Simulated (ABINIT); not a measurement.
Crystal: MnS.

```xyz
2
Lattice="0.0000 2.4735 2.4735 2.4735 0.0000 2.4735 2.4735 2.4735 0.0000" Properties=species:S:1:pos:R:3 pbc="T T T"
Mn    0.0000    0.0000    0.0000
S     3.7102    3.7102    3.7102
```

The cell is a database's computed one.

Base run:

- Program: ABINIT 10.8.3 (patched build)
- Functional: PBEsol
- Potentials or basis: PseudoDojo NC SR PBEsol v0.4.1 standard
- Cutoff: 1143 eV
- k mesh: 7 × 7 × 7
- Occupations: fermi-dirac, width 0.05 eV
- Spin: collinear spin, ferromagnetic start
- Starting moments: [4.0, 0.0] μB

Its results: band gap on the k mesh none (metal or under the smearing width); pressure -4.2 GPa; net moment 0.30 μB per cell; site moments Mn +0.27; S -0.01 μB.

Question: The run is repeated on the same cell with these changes: functional from PBEsol to LDA; potentials or basis from PseudoDojo NC SR PBEsol v0.4.1 standard to PseudoDojo NC SR LDA v0.4.1 standard; cutoff from 1143 eV to 1252 eV. What comes out?

Answer: Band gap on the k mesh none (metal or under the smearing width); pressure -7.1 GPa; net moment 0.24 μB per cell; site moments Mn +0.22; S -0.00 μB.

Caveats: the moment fell far below its start of 4 μB, so a state of higher moment may lie lower in energy; semilocal functionals often make such compounds metallic where correlation or magnetic order opens a gap, which also shifts bond lengths.

Not every run made on this cell is shown here.
